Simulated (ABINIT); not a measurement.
Crystal: HfC.

```
CELL_PARAMETERS angstrom
0.00000 2.32500 2.32500
2.32500 0.00000 2.32500
2.32500 2.32500 0.00000
ATOMIC_POSITIONS crystal
Hf 0.50000 0.50000 0.50000
C 0.00000 0.00000 0.00000
```

- Program: ABINIT 10.8.3 (patched build)
- Task: relaxation of cell and atoms
- Functional: PBEsol
- Potentials or basis: PseudoDojo NC SR PBEsol v0.4.1 standard
- Cutoff: 1116 eV
- k mesh: 8 × 8 × 8
- Occupations: fermi-dirac, width 0.05 eV
- Spin: no spin polarisation

At the start: pressure -6.2 GPa; volume 12.57 Å³/atom.

Q: How do energy, volume and symmetry change on relaxing?

A: Over 4 steps the energy falls by 6.3 meV/atom and the volume is 12.25 Å³/atom (-2.6 %); space group Fm-3m (No. 225, to 0.05 Å).

Step by step:
```csv
step,energy change (eV),largest force (eV/Å),pressure (GPa),volume (Å³)
1,0.0000,0.0000,-6.18,25.14
2,-0.0117,0.0000,-1.72,24.66
3,-0.0127,0.0000,0.06,24.49
4,-0.0127,0.0000,0.00,24.49
```

Final structure:
```
Hf C
1.0
     0.00000    2.30501    2.30501
     2.30501    0.00000    2.30501
     2.30501    2.30501    0.00000
Hf C
1 1
Direct
  0.50000 0.50000 0.50000
  0.00000 0.00000 0.00000
```
